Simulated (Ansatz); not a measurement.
CaSe in the zincblende structure, relaxed with r2SCAN, was run in Ansatz under altered settings. All numbers are computed, without spin polarisation but where a row says otherwise.

```yaml
crystal:
  lattice:
    - [0.00000, 3.27956, 3.27956]
    - [3.27956, 0.00000, 3.27956]
    - [3.27956, 3.27956, 0.00000]
  atoms:
    - { symbol: Ca, position: [0.00000, 0.00000, 0.00000] }
    - { symbol: Se, position: [0.25000, 0.25000, 0.25000] }
```

The base run's other keys:
```yaml
kpoints:
  mp_grid: { grid: [4, 4, 4] }
hamiltonian:
  xc: hse06
scf:
  occupations: { method: fixed }
  n_extra_bands: 4
```

It takes 13 iterations with 1411 plane waves at 420 eV and 8 k points, and leaves a mean stress of +0.29 GPa. The gap over this mesh is 4.091 eV. It ran on 4 threads of Arm Neoverse N1 (shared host).

Outcomes, with energy and stress as changes against the base:
```
                                     setting    outcome  ΔF (meV/atom)  Δ mean stress (GPa)  gap on the mesh (eV)  iterations  wall time
                   hamiltonian.xc: cam_b3lyp  converged              –                 +0.2                 6.790          15       15 s
       PBE hybrid, exx coeff 1.0, unscreened  converged              –                 -0.6                 9.831          18       16 s
 PBE hybrid, exx coeff 0.3, omega 0.2078 1/Å  converged              –                  0.0                 4.276          13       13 s
       PBE hybrid, exx coeff 0.4, unscreened  converged              –                 -0.2                 5.735          16       14 s
PBE hybrid, exx coeff -0.2, omega 0.2078 1/Å    refused              –                    –                     –           –     0.04 s
                   scf.occupations: cold 0.5  converged            0.0                  0.0                 4.090          14       13 s
```
A dash marks a value that wasn't obtained or can't be compared. Stress is positive in compression. The base took 13 s.

- hamiltonian.xc: cam_b3lyp. The mean stress moves by +0.2 GPa and the gap on the mesh by +2.700 eV (to 6.790). It's another functional on the same cell, so totals aren't comparable.
- PBE hybrid, exx coeff 1.0, unscreened. That is 100 % exact exchange, at all ranges, against HSE06's 25 % screened at 0.208 1/Å. The mean stress moves by -0.6 GPa and the gap on the mesh by +5.740 eV (to 9.831). Totals of different functionals aren't comparable.
- PBE hybrid, exx coeff 0.3, omega 0.2078 1/Å. That is 30 % exact exchange, screened with ω = 0.2078 1/Å, against HSE06's 25 % screened at 0.208 1/Å. The mean stress moves by 0.0 GPa and the gap on the mesh by +0.186 eV (to 4.276). Totals of different functionals aren't comparable.
- PBE hybrid, exx coeff 0.4, unscreened. That is 40 % exact exchange, at all ranges, against HSE06's 25 % screened at 0.208 1/Å. The mean stress moves by -0.2 GPa and the gap on the mesh by +1.645 eV (to 5.735). Totals of different functionals aren't comparable.
- PBE hybrid, exx coeff -0.2, omega 0.2078 1/Å. The input is refused before any iteration. Error: invalid value for `hamiltonian.xc.exx.coeff`: must be finite and in (0, 1]; got -0.2

Within 1 meV an atom, 0.1 GPa and 0.005 eV of the base stay: scf.occupations: cold 0.5.

Spin-orbit coupling is left out.

The program warns that its thresholds are loose for a hybrid's stress.

The meshes of the hybrids are coarse, so their gaps aren't converged to the digits shown.
